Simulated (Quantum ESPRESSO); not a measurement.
Si: phonon spectrum and thermodynamics under several settings

```xyz
2
Lattice="0.0000 2.7155 2.7155 2.7155 0.0000 2.7155 2.7155 2.7155 0.0000" Properties=species:S:1:pos:R:3 pbc="T T T"
Si    0.0000    0.0000    0.0000
Si    1.3578    1.3578    1.3578
```

All runs used Quantum ESPRESSO 7.5; k mesh 8 × 8 × 8, shifted; given cell; no spin polarisation; cutoff 612 eV; occupations smeared at first, fixed for the response; q mesh 2 × 2 × 2.

| level | potentials | pressure (GPa) | highest frequency (cm⁻¹) | zero-point energy (meV/atom) | entropy at room temperature (k_B/atom) |
| --- | --- | --- | --- | --- | --- |
| LDA | GBRV 1.5 LDA | -1.6 | 505 | 60.5 | 2.46 |
| PBE | GBRV 1.5 PBE | ? | ? | ? | ? |
| PBEsol | GBRV 1.5 PBEsol | 0.1 | 510 | 60.9 | 2.47 |

**Question.** What stands in the row left open?

**Answer.** Pressure 1.9 GPa; highest frequency 513 cm⁻¹; zero-point energy 61.6 meV/atom; entropy at room temperature 2.43 k_B/atom.

For the row left open. Caveat: the q mesh is small, so phonon branches between its points and thermal values are rough.
